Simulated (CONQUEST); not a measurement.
# GaAs under changes of volume

One of the cells (22.590 Å³/atom); the others are scaled copies at fixed shape and fractional positions:

```
CELL_PARAMETERS angstrom
3.99777 0.00000 0.00000
0.00000 3.99777 0.00000
0.00000 0.00000 5.65370
ATOMIC_POSITIONS crystal
As 0.00000 0.50000 0.25000
As 0.50000 0.00000 0.75000
Ga 0.00000 0.00000 0.00000
Ga 0.50000 0.50000 0.50000
```

* Program: CONQUEST 1.3
* Functional: PBE
* Potentials or basis: PseudoDojo NC PBE, SZP, grid of 40 × 40 × 60 points
* k mesh: 7 × 7 × 5
* Occupations: fermi-dirac, width 0.05 eV
* Spin: no spin polarisation

```csv
volume (Å³/atom),energy over the lowest point (meV/atom),pressure (GPa),gap on the mesh (eV)
21.234,122.19,12.9,1.39
21.686,88.62,10.9,1.29
22.138,?,?,?
22.590,39.72,6.8,0.89
23.041,22.63,5.4,0.71
23.493,9.26,4.1,0.53
23.945,0.00,2.6,0.36
```

Task: What does the run at 22.138 Å³/atom give?

Result: Energy over the lowest point 61.26 meV/atom; pressure 8.6 GPa; gap on the mesh 1.09 eV.

Worked out: A Birch-Murnaghan fit of order 3 (a polynomial in V^(-2/3)) to the other rows has no minimum within the range. It gives 61.48 meV/atom at 22.138 Å³/atom, against the run's 61.26, and -dE/dV = 8.7 GPa, against 8.6. A parabola through the other rows of the gap, of slope -8.51 eV per unit of ln V there, gives 1.08 eV, against the run's 1.09.

Energies are extrapolated to zero smearing.

Caveats: the atomic basis is small; an odd mesh through Γ misses points on the zone boundary, where band edges often lie; the basis of atomic orbitals isn't converged, which shifts pressures, moduli and gaps; the real-space grid breaks the cell's symmetry a little (some runs). Spin-orbit coupling on As, Ga is left out.
